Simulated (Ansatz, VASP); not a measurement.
## One calculation of In2SbAs, two programs

```xyz
4
Lattice="4.4824 0.0000 0.0000 0.0000 4.4824 0.0000 0.0000 0.0000 6.4357" Properties=species:S:1:pos:R:3 pbc="T T T"
As    0.0000    0.0000    0.0000
In    0.0000    2.2412    4.9334
In    2.2412    0.0000    1.5023
Sb    2.2412    2.2412    3.2179
```

Change from the starting cell: uniaxial_z strain +1.6%.

Alike in both runs: task single point; functional PBE; k mesh 6 × 6 × 4; occupations fermi-dirac, width 0.02 eV; no spin polarisation.

```csv
,VASP,Ansatz
version,VASP 6.6.1,Ansatz 0.2.0
potentials or method,"VASP PAW PBE potentials, release 64 (As, In_d, Sb)","plane waves, PAW"
plane-wave cutoff (eV),520,420
valence electrons in the cell,36,56
```

|  | VASP | Ansatz | Ansatz less VASP |
| --- | --- | --- | --- |
| pressure (GPa) | 0.9 | 0.9 | -0.04 |
| largest component of the traceless stress (GPa) | 0.35 | 0.35 | -0.004 |

The functional is the same, so the differences come from potentials, cutoffs and numerics. The two sets of potentials don't hold the same shells in valence.

The runs have no spin-orbit coupling, so splittings on Sb are missing.
